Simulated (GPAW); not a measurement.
A run of GPAW 26.7.0 is set up as follows.

File run.py:

```python
from ase import Atoms
from ase.filters import FrechetCellFilter
from ase.io import write
from ase.optimize import BFGS
from ase.units import GPa
from gpaw import GPAW, PW, setup_paths

setup_paths.insert(0, '.')

atoms = Atoms(['Cu', 'Cu'],
              cell=[[1.21846369, -3.9763780104, 0.0],
                    [1.21846369, 3.9763780104, 0.0],
                    [0.0, 0.0, 2.4754955235]],
              scaled_positions=[[0.86613335, 0.13386665, 0.75],
                                [0.13386665, 0.86613335, 0.25]],
              pbc=True)

calc = GPAW(mode=PW(600),
            xc='PBEsol',
            kpts={'size': (8, 8, 7), 'gamma': True},
            occupations={'name': 'fermi-dirac', 'width': 0.05},
            nbands=23,
            convergence={'density': 1e-05, 'forces': 0.0001},
            maxiter=150,
            txt='gpaw.txt')
atoms.calc = calc
opt = BFGS(FrechetCellFilter(atoms, scalar_pressure=5 * GPa), trajectory='relax.traj', logfile='-')
done = opt.run(fmax=0.02, steps=60)
calc.write('gs.gpw')
write('result.traj', atoms)
print('Converged:', done)
print('Cell:', atoms.cell.cellpar().round(4))
print('Volume:', round(atoms.get_volume(), 4))
print(atoms.get_scaled_positions().round(5))
```

Potentials or basis: PAW data sets generated in the run's folder for this functional, pw.

Command:

```sh
$ gpaw-setup -f PBEsol Cu
$ OMP_NUM_THREADS=1 python run.py
```

Problem. Estimate the space group after relaxing (to 0.05 Å).

Solution. Cmcm (No. 63).

Problem. Estimate the relaxed volume.

Solution. 11.65 Å³/atom.

Problem. What does it give for the relaxed cell?

Solution. a = 4.107 Å, b = 4.107 Å, c = 2.464 Å, α = 90.00°, β = 90.00°, γ = 145.90°.

Stress tensor (GPa, compression positive):
```
4.91 0.00 0.00
0.00 4.83 0.00
0.00 0.00 5.07
```

Caveat: the k mesh is coarse (spacing up to 0.36 Å⁻¹), so the values aren't converged; with this Cu data set, volumes or pressures lay over 1.5 % or 2 GPa off other programs in two to four cells of ten; later steps reuse the first step's grids; the program warned that so skewed a cell can give wrong results.
